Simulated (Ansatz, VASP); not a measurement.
**MgH: VASP beside Ansatz**

```
CELL_PARAMETERS angstrom
2.68853 0.00000 0.00000
0.00000 2.68853 0.00000
0.00000 0.00000 3.15076
ATOMIC_POSITIONS crystal
Mg 0.50000 0.50000 0.00000
H 0.00000 0.00000 0.00000
```

Alike in both runs: task single point; functional PBE; k mesh 6 × 6 × 6; occupations gaussian, width 0.1 eV; no spin polarisation.

|  | VASP | Ansatz |
| --- | --- | --- |
| version | VASP 6.6.1 | Ansatz 0.2.0 |
| potentials or method | VASP PAW PBE potentials, release 64 (Mg, H) | scalar-relativistic, plane waves, PAW |
| plane-wave cutoff (eV) | 520 | 420 |
| valence electrons in the cell | 3 | 11 |

|  | VASP | Ansatz | Ansatz less VASP |
| --- | --- | --- | --- |
| gap on the k mesh at the Fermi level (eV) | none | none | - |
| pressure (GPa) | 14.9 | 15.0 | +0.12 |
| largest component of the traceless stress (GPa) | 14.11 | 14.07 | -0.036 |

A gap of «none» marks a metal or a gap that the smearing closes. The two sets of potentials don't hold the same shells in valence.

Caveats: the k mesh is coarse (spacing up to 0.39 Å⁻¹), so the values aren't converged.
